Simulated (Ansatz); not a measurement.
# Ni (Nickel): the cost of one run

Method: DFT PBE, scalar-relativistic, plane waves, PAW, in Ansatz 0.2.0.

1 further run of the same task is left out (set aside as unsound or not needed).

### Step 1. The starting structure

It takes space group Fm-3m (No. 225, cubic). The conventional cell has a = 3.518 Å, b = 3.518 Å, c = 3.518 Å, α = 90.00°, β = 90.00°, γ = 90.00°. Around Ni (site symmetry m-3m) lie 12 Ni at 2.49 Å.

As a file:

```
Ni
1.0
     0.00000    1.75924    1.75924
     1.75924    0.00000    1.75924
     1.75924    1.75924    0.00000
Ni
1
Direct
  0.00000 0.00000 0.00000
```

It is the result of an earlier relaxation at this level (volume 10.89 Å³/atom; gap on the mesh: none (metal), site moments up to 0.7 μB).

The bulk reference comes from a run made before at the same settings: -5839.7204 eV/atom.

### Step 2. Cutting the (110) slab

Planes are indexed in the bulk's conventional cell (Fm-3m (No. 225)), a = 3.518 Å, b = 3.518 Å, c = 3.518 Å, α = 90.00°, β = 90.00°, γ = 90.00°.

The slab is a (110) slab, 5.0 Å thick as cut, with 15 Å of vacuum; its outer planes are Ni (top) and Ni (bottom).

The slab as cut. Its planes from the bottom up:

```
plane  atoms per cell  height over the lowest (Å)
    1              Ni                        0.00
    2              Ni                        1.24
    3              Ni                        2.49
    4              Ni                        3.73
    5              Ni                        4.98
```

### Step 3. The slab as cut, atoms at the bulk's places

The cell repeats along c, and a dipole correction in the vacuum removes the field between the copies.

File input.yaml:

```yaml
crystal:
  lattice:
    - [2.487938109, 0.0, 0.0]
    - [0.0, 3.518475816, 0.0]
    - [0.0, 0.0, 19.9758762179]
  atoms:
    - { symbol: Ni, position: [0.5, 0.5, 0.3754528672], spin: 0.75 }
    - { symbol: Ni, position: [0.0, 0.0, 0.4377264336], spin: 0.75 }
    - { symbol: Ni, position: [0.5, 0.5, 0.5], spin: 0.75 }
    - { symbol: Ni, position: [0.0, 0.0, 0.5622735664], spin: 0.75 }
    - { symbol: Ni, position: [0.5, 0.5, 0.6245471328], spin: 0.75 }
basis:
  ecutwfc: 420
kpoints:
  mp_grid: { grid: [14, 10, 1] }
hamiltonian:
  xc: pbe
scf:
  occupations: { method: gaussian, width: 0.1 }
output:
  forces: true
  stress: true
  eigenvalues: true
  populations: true
magnetization:
  spin_polarized: true
efield:
  axis: 3
  dipole_correction: true
```

Started as:

```console
$ ansatz run input.yaml --threads 1 --pin off --max-ram 2560MiB --backend cpu --events-out ev --progress --plain --runs-dir out
```

Q: Estimate wall time and peak memory on 1 thread of Intel Xeon 6975P-C (Granite Rapids), shared host.

About 87 s, with a peak of 0.89 GiB.
